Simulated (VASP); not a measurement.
# AlCo in VASP: a series of runs

One slab, AlCo, is run at these levels: RPBE, revPBE, PBE; tasks: work function.

Program: VASP 6.6.1. These are calculated values, not measurements. Logs are shortened: lines on timing, memory, paths and dates and some standing lists are left out, and cuts for length are marked.

## Step 1: Starting point

The cell holds a slab with vacuum, 8 atoms: a = 2.819 Å, b = 2.819 Å, c = 24.868 Å, α = 90.00°, β = 90.00°, γ = 90.00°.

## Step 2: Work function, RPBE, collinear spin, ferromagnetic start

INCAR reads:

```
PREC = Accurate
ENCUT = 520
EDIFF = 1E-7
ISMEAR = -1
SIGMA = 0.05
LREAL = F
LASPH = T
NELM = 100
ALGO = Normal
ISIF = 2
LWAVE = F
LCHARG = T
ISPIN = 2
MAGMOM = 2 2 2 2 0 0 0 0
LORBIT = 11
LMAXMIX = 4
LDIPOL = T
IDIPOL = 3
DIPOL = 0.5 0.5 0.500
GGA = RP
LELF = T
LVHAR = T
LVACPOTAV = T
```

KPOINTS reads:

```
Automatic mesh
0
Gamma
  7 7 1
```

POSCAR reads:

```
AlCo
1.0
    2.8194032100      0.0000000000      0.0000000000
    0.0000000000      2.8194032100      0.0000000000
    0.0000000000      0.0000000000     24.8679112350
Co Al
4 4
Direct
    0.5000000000      0.5000000000      0.3015934844
    0.5000000000      0.5000000000      0.4149686362
    0.5000000000      0.5000000000      0.5283437879
    0.5000000000      0.5000000000      0.6417189397
    0.0000000000      0.0000000000      0.3582810603
    0.0000000000      0.0000000000      0.4716562121
    0.0000000000      0.0000000000      0.5850313638
    0.0000000000      0.0000000000      0.6984065156
```

Potentials or basis: VASP PAW PBE potentials, release 64 (Co, Al).

Command:

```sh
> cat potpaw_PBE.64/Co/POTCAR potpaw_PBE.64/Al/POTCAR > POTCAR
> mpirun -np 1 vasp_std > vasp.out
```

OUTCAR:

```text
PREC = Accurate
   ENCUT = 520
   EDIFF = 1E-7
   ISMEAR = -1
   LREAL = F
   LASPH = T
   NELM = 100
   ISIF = 2
   ISPIN = 2
   LORBIT = 11
   GGA = RP

 ion  position               nearest neighbor table
   1  0.500  0.500  0.302-   5 2.44   5 2.44   5 2.44   5 2.44   2 2.82
   2  0.500  0.500  0.415-   5 2.44   6 2.44   5 2.44   6 2.44   5 2.44   6 2.44   5 2.44   6 2.44
                             3 2.82   1 2.82
   3  0.500  0.500  0.528-   6 2.44   6 2.44   6 2.44   6 2.44   7 2.44   7 2.44   7 2.44   7 2.44
                             2 2.82   4 2.82
   4  0.500  0.500  0.642-   7 2.44   8 2.44   7 2.44   8 2.44   7 2.44   8 2.44   7 2.44   8 2.44
                             3 2.82
   5  0.000  0.000  0.358-   1 2.44   2 2.44   1 2.44   2 2.44   1 2.44   2 2.44   1 2.44   2 2.44
                             6 2.82
   6  0.000  0.000  0.472-   3 2.44   3 2.44   3 2.44   3 2.44   2 2.44   2 2.44   2 2.44   2 2.44
                             7 2.82   5 2.82
   7  0.000  0.000  0.585-   3 2.44   4 2.44   3 2.44   4 2.44   3 2.44   4 2.44   3 2.44   4 2.44
                             6 2.82   8 2.82
   8  0.000  0.000  0.698-   4 2.44   4 2.44   4 2.44   4 2.44   7 2.82

  LATTYP: Found a simple tetragonal cell.
 ALAT       =     2.8194032100
 C/A-ratio  =     8.8202748535

  Lattice vectors:

 A1 = (   2.8194032100,   0.0000000000,   0.0000000000)
 A2 = (   0.0000000000,   2.8194032100,   0.0000000000)
 A3 = (   0.0000000000,   0.0000000000,  24.8679112350)

Analysis of symmetry for initial positions (statically):
=====================================================================
 Subroutine PRICEL returns:
 Original cell was already a primitive cell.

 Routine SETGRP: Setting up the symmetry group for a
 simple tetragonal supercell.

 Subroutine GETGRP returns: Found  8 space group operations
 (whereof  8 operations were pure point group operations)
 out of a pool of 16 trial point group operations.

The static configuration has the point symmetry C_4v.

Analysis of symmetry for dynamics (positions and initial velocities):
=====================================================================
 Subroutine PRICEL returns:
 Original cell was already a primitive cell.

 Routine SETGRP: Setting up the symmetry group for a
 simple tetragonal supercell.

 Subroutine GETGRP returns: Found  8 space group operations
 (whereof  8 operations were pure point group operations)
 out of a pool of 16 trial point group operations.

The dynamic configuration has the point symmetry C_4v.

Analysis of structural, dynamic, and magnetic symmetry:
=====================================================================
 Subroutine PRICEL returns:
 Original cell was already a primitive cell.

 Routine SETGRP: Setting up the symmetry group for a
 simple tetragonal supercell.

 Subroutine GETGRP returns: Found  8 space group operations
 (whereof  8 operations were pure point group operations)
 out of a pool of 16 trial point group operations.

The overall configuration has the point symmetry C_4v.

 Subroutine INISYM returns: Found  8 space group operations
 (whereof  8 operations are pure point group operations),
 and found     1 'primitive' translations

----------------------------------------------------------------------------------------

                                     Primitive cell

  volume of cell :     197.6759

  direct lattice vectors                    reciprocal lattice vectors
     2.819403210  0.000000000  0.000000000     0.354684990  0.000000000  0.000000000
     0.000000000  2.819403210  0.000000000     0.000000000  0.354684990  0.000000000
     0.000000000  0.000000000 24.867911235     0.000000000  0.000000000  0.040212465

  length of vectors
     2.819403210  2.819403210 24.867911235     0.354684990  0.354684990  0.040212465

  position of ions in fractional coordinates (direct lattice)
     0.500000000  0.500000000  0.301593484
[... 59 lines left out ...]
   total plane-waves  NPLWV = 110592
   dimension x,y,z NGX =    24 NGY =   24 NGZ =  192
   dimension x,y,z NGXF=    48 NGYF=   48 NGZF=  384
   ions per type =               4   4
   NGX,Y,Z   is equivalent  to a cutoff of  14.15, 14.15, 12.84 a.u.
   NGXF,Y,Z  is equivalent  to a cutoff of  28.30, 28.30, 25.67 a.u.
 SYSTEM =  unknown system
   PREC   = accura    normal or accurate (medium, high low for compatibility)
   ISTART =      0    job   : 0-new  1-cont  2-samecut
   ICHARG =      2    charge: 1-file 2-atom 10-const
   ISPIN  =      2    spin polarized calculation?
   LNONCOLLINEAR =      F non collinear calculations
   LSORBIT =      F    spin-orbit coupling
   LASPH  =      T    aspherical Exc in radial PAW
   ENCUT  =  520.0 eV  38.22 Ry    6.18 a.u.   5.24  5.24 46.24*2*pi/ulx,y,z
   NELM   =    100;   NELMIN=  2; NELMDL= -5     # of ELM steps
   EDIFF  = 0.1E-06   stopping-criterion for ELM
   LREAL  =      F    real-space projection
   EDIFFG = 0.1E-05   stopping-criterion for IOM
   NSW    =      0    number of steps for IOM
   IBRION =     -1    ionic relax: 0-MD 1-quasi-New 2-CG
   NFREE  =      0    steps in history (QN), initial steepest desc. (CG)
   ISIF   =      2    stress and relaxation
   ISYM   =      2    0-nonsym 1-usesym 2-fastsym
   POTIM  = 0.5000    time-step for ionic-motion
   TEBEG  =    0.0;   TEEND  =   0.0 temperature during run
   PSTRESS=    0.0 pullay stress
   NELECT =      48.0000    total number of electrons
   NUPDOWN=      -1.0000    fix difference up-down
   EMIN   =  10.00;   EMAX   =-10.00  energy-range for DOS
   EFERMI =   0.00;   METHOD = LEGACY
   ISMEAR =    -1;   SIGMA  =   0.05  broadening in eV -4-tet -1-fermi 0-gaus
   EFERMI_NEDOS =   21; number of points for ismear=-14 and -15
   IALGO  =     38    algorithm
   IMIX   =      4    mixing-type and parameters
     AMIX     =   0.40;   BMIX     =  1.00
     AMIX_MAG =   1.60;   BMIX_MAG =  1.00
  volume/ion in A,a.u.               =      24.71       166.75
  Fermi-wavevector in a.u.,A,eV,Ry     =   1.021341  1.930054 14.192741  1.043137
  Thomas-Fermi vector in A             =   2.154960
   LORBIT       =     11    0 simple, 1 ext, 2 COOP (PROOUT), +10 PAW based schemes
   GGA     = RP    functional components
   LHFCALC =     F    Hartree Fock is set to
   AEXX    =    0.0000 exact exchange contribution
   IVDW    =     0    specifies the selected vdW correction
   LEPSILON=     F    determine dielectric tensor
   LRPA    =     F    only Hartree local field effects (RPA)
 spin polarized calculation
  energy-cutoff  :      520.00
  volume of cell :      197.68
 maximum number of plane-waves:      5341
 NGX is ok and might be reduce to    24
   NGX = 11   NGY = 11   NGZ = 93

 dipolmoment           0.000000      0.000000      0.000629 electrons x Angstroem

 number of electron      47.9999988 magnetization       2.1802274

 dipolmoment           0.000000      0.000000     -0.022193 electrons x Angstroem

 Free energy of the ion-electron system (eV)
  ---------------------------------------------------
  ext. energy  EPLUGINS =         0.00000000
  ---------------------------------------------------
  free energy    TOTEN  =       -41.89602071 eV

  energy without entropy =      -41.84914761  energy(sigma->0) =      -41.87258416

 E-fermi :   2.8874     XC(G=0):  -6.5341

 val. band max:        2.8712241507   @ k =   0.4286   0.2857   0.0000
 cond. band min:       2.8946948846   @ k =   0.2857   0.1429   0.0000
 fundamental gap:      0.0234707339
 Fermi energy:         2.8874166992

 spin component 1

 k-point     1 :       0.0000    0.0000    0.0000
  band No.  band energies     occupation
      1      -7.9997      1.00000
      2      -7.2396      1.00000
      3      -6.0489      1.00000
      4      -4.5435      1.00000
      5      -2.8353      1.00000
      6      -1.3465      1.00000
[... 349 lines left out ...]
     32       6.1055      0.00000
     33       6.2076      0.00000
 Fermi energy:         2.8874166992

 spin component 2

 k-point     1 :       0.0000    0.0000    0.0000
  band No.  band energies     occupation
      1      -8.0206      1.00000
      2      -7.2590      1.00000
      3      -6.0497      1.00000
      4      -4.5137      1.00000
      5      -2.7171      1.00000
      6      -1.0754      1.00000
[... 349 lines left out ...]
     32       6.2666      0.00000
     33       6.6017      0.00000

------------------------ aborting loop because EDIFF is reached ----------------------------------------

  FORCE on cell =-STRESS in cart. coord.  units (eV):
  Direction    XX          YY          ZZ          XY          YZ          ZX
  --------------------------------------------------------------------------------------
  -------------------------------------------------------------------------------------
  Total        3.0471570      3.0471570      6.0736135      0.0000000      0.0000000      0.0000000
  in kB       24.6974280     24.6974280     49.2270765      0.0000000      0.0000000      0.0000000
  external PRESSURE =      32.8739775 kB  Pullay stress =       0.0000000 kB

 VOLUME and BASIS-vectors are now :
 -----------------------------------------------------------------------------
  energy-cutoff  :      520.00
  volume of cell :      197.68
      direct lattice vectors                 reciprocal lattice vectors
     2.819403210  0.000000000  0.000000000     0.354684990  0.000000000  0.000000000
     0.000000000  2.819403210  0.000000000     0.000000000  0.354684990  0.000000000
     0.000000000  0.000000000 24.867911235     0.000000000  0.000000000  0.040212465

 POSITION                                       TOTAL-FORCE (eV/Angst)
 -----------------------------------------------------------------------------------
      1.40970      1.40970      7.50000         0.000000     -0.000000     -0.615832
      1.40970      1.40970     10.31940         0.000000      0.000000      0.317302
      1.40970      1.40970     13.13881         0.000000     -0.000000     -0.042833
      1.40970      1.40970     15.95821         0.000000     -0.000000      0.701713
      0.00000      0.00000      8.90970         0.000000     -0.000000     -0.293019
      0.00000      0.00000     11.72910        -0.000000     -0.000000     -0.063605
      0.00000      0.00000     14.54851         0.000000     -0.000000     -0.075741
      0.00000      0.00000     17.36791         0.000000     -0.000000      0.072016
 -----------------------------------------------------------------------------------
    total drift:                                0.000000     -0.000000     -0.000509

  FREE ENERGIE OF THE ION-ELECTRON SYSTEM (eV)
  ---------------------------------------------------
  free  energy   TOTEN  =       -41.8960207120 eV

  energy  without entropy=      -41.8491476134  energy(sigma->0) =      -41.87258416

 vacuum level on the upper side and lower side of the slab         6.709         7.214

 total charge

# of ion       s       p       d       tot
------------------------------------------
    1        0.415   0.320   7.344   8.079
    2        0.452   0.535   7.523   8.510
    3        0.449   0.535   7.529   8.512
    4        0.454   0.529   7.519   8.503
    5        0.409   0.441   0.000   0.850
    6        0.402   0.444   0.000   0.846
    7        0.401   0.445   0.000   0.846
    8        0.422   0.369   0.000   0.792
--------------------------------------------------
tot          3.406   3.618  29.915  36.940

 magnetization (x)

# of ion       s       p       d       tot
------------------------------------------
    1        0.019   0.006   1.348   1.372
    2       -0.000  -0.008   0.099   0.091
    3       -0.001  -0.004   0.109   0.104
    4        0.013  -0.007   0.495   0.501
    5       -0.007  -0.013   0.000  -0.020
    6       -0.001  -0.003   0.000  -0.003
    7       -0.001  -0.004   0.000  -0.005
    8        0.010   0.022   0.000   0.031
--------------------------------------------------
tot          0.032  -0.012   2.050   2.071
```

It took 9.5 min on 1 thread of AMD EPYC 9R45 (Zen 5), shared host; peak memory 0.43 GiB.

Results:

| Quantity | Value |
| --- | --- |
| Free energy | -41.8960 eV |
| Largest force | 0.702 eV/Å |
| Band gap on the k mesh | none (metal or under the smearing width) |
| Net moment | 2.18 μB per cell |
| Site moments | Co +1.37, +0.09, +0.10, +0.50; Al -0.02, -0.00, -0.01, +0.03 μB |
| Valence electrons inside the program's atomic spheres | Co 8.08, 8.51, 8.50; Al 0.85, 0.79 |
| Work function of the upper face | 3.82 eV |
| Work function of the lower face | 4.33 eV |

Forces in eV/Å, atoms in the order of the input:
```
Co   0.000  0.000 -0.616
Co   0.000  0.000  0.317
Co   0.000  0.000 -0.043
Co   0.000  0.000  0.702
Al   0.000  0.000 -0.293
Al   0.000  0.000 -0.064
Al   0.000  0.000 -0.076
Al   0.000  0.000  0.072
```

Caveat: the PAW data sets were made with another functional, which shifts forces and pressure a little.

(Part 1 of 2 ends here.)
